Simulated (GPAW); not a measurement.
Crystal: BeS.

```
S Be
1.0
     0.00000    2.42500    2.42500
     2.42500    0.00000    2.42500
     2.42500    2.42500    0.00000
S Be
1 1
Direct
  0.75000 0.75000 0.75000
  0.00000 0.00000 0.00000
```

```yaml
Program: GPAW 26.7.0
Task: relaxation of cell and atoms
Functional: PBE
Potentials_or_basis: GPAW PAW data sets (gpaw-data 1.2.1)
Cutoff: 800 eV
Basis: pw
k_mesh: 9 × 9 × 9
Occupations: fermi-dirac, width 0.05 eV
Spin: no spin polarisation
```

At the start: pressure 2.2 GPa; volume 14.26 Å³/atom.

**Question.** How do energy, volume and symmetry change on relaxing?

**Answer.** Over 3 steps the energy falls by 2.4 meV/atom and the volume is 14.59 Å³/atom (+2.3 %); space group F-43m (No. 216, to 0.05 Å).

The path:
```
step  energy change (eV)  largest force (eV/Å)  pressure (GPa)  volume (Å³)
   1              0.0000                0.0000            2.24        28.52
   2             -0.0016                0.0000            1.81        28.64
   3             -0.0047                0.0000            0.04        29.17
```

Final structure:
```
S Be
1.0
     0.00000    2.44338    2.44338
     2.44338    0.00000    2.44338
     2.44338    2.44338    0.00000
S Be
1 1
Direct
  0.75000 0.75000 0.75000
  0.00000 0.00000 0.00000
```

Caveat: later steps reuse the first step's grids.
